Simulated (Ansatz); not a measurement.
**KCl: what a change of element does**

All numbers are results of PBE, scalar-relativistic (spin polarisation where moments were expected) in the plane-wave PAW code Ansatz at 420 eV, Gaussian smearing of 0.05 eV, not measurements.

KCl was relaxed to zero pressure in the COD cell structure.

It takes space group Fm-3m (No. 225, cubic). Conventional cell: a = 6.382 Å, b = 6.382 Å, c = 6.382 Å, α = 90.00°, β = 90.00°, γ = 90.00°. K (site symmetry m-3m) has 6 Cl at 3.19 Å as nearest neighbours. Cl (site symmetry m-3m) is surrounded by 6 K at 3.19 Å. Neighbours are those within 15 % of a site's shortest distance, so a longer bond may be listed from one end only.

Results for KCl: a (Å) 6.382, V (Å³/atom) 32.49, shortest unlike bond (Å) 3.19, gap (eV) 5.05, B0 (GPa) 16, E_f (eV/atom) -2.00.

Question: All K is replaced by Li and the cell relaxed again in the same space group. What comes out?

Answer: LiCl: a (Å) 5.150, V (Å³/atom) 17.08, shortest unlike bond (Å) 2.58, gap (eV) 6.26, B0 (GPa) 32, E_f (eV/atom) -1.85.

The volume changes by −47.4 %, or −19.3 % in mean length, and the shortest unlike bond by -0.61 Å. The bulk modulus goes from 16.3 to 31.8 GPa, as V^−1.0: with like bonding the larger cell is the softer. The formation energy moves by 0.15 eV/atom, so KCl is the more strongly bound against its own elements. That goes with its larger difference in electronegativity (Pauling: K 0.82, Li 0.98, Cl 3.16).

Gaps are (generalised) Kohn–Sham gaps. E_f is the formation energy from the elements run alike, at 0 K, without zero-point energy or any correction for the binding of gas molecules; it is good to about 0.01 eV/atom as a calculation.

All runs used the PAW datasets of the set soft_2.
